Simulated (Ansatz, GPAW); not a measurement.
# TaN: programs and potentials compared

```xyz
2
Lattice="0.0000 2.2113 2.2113 2.2113 0.0000 2.2113 2.2113 2.2113 0.0000" Properties=species:S:1:pos:R:3 pbc="T T T"
Ta    2.2113    2.2113    2.2113
N     0.0000    0.0000    0.0000
```

The cell comes from a database or a generator and needn't be the stable form of this composition.

Alike in all runs: task single point; functional PBE; k mesh 10 × 10 × 10; occupations gaussian, width 0.025 eV; no spin polarisation; no spin-orbit coupling. A missing gap at this level doesn't show that the real crystal is a metal. Pressure is positive in compression and, in plane waves, holds the error of the finite cutoff, which Ansatz's Pulay term estimates and takes out.

| program and potentials | plane-wave cutoff (eV) | notes | band gap (eV) | pressure (GPa) |
| --- | --- | --- | --- | --- |
| Ansatz, Ansatz PAW | 420 | - | ? | ? |
| GPAW, GPAW PAW data sets (gpaw-data 1.2.1) | 800 | - | no gap | -1.58 |
| Ansatz, all-electron LAPW, scalar-relativistic | - | - | no gap | -1.21 |

**Question.** Estimate from the other rows what the run with Ansatz, Ansatz PAW gave.

**Answer.** No band gap; pressure -1.37 GPa. Its pressure holds a Pulay term of +0.49 GPa. The other rows, which needn't bracket it: pressure -1.58 to -1.21.
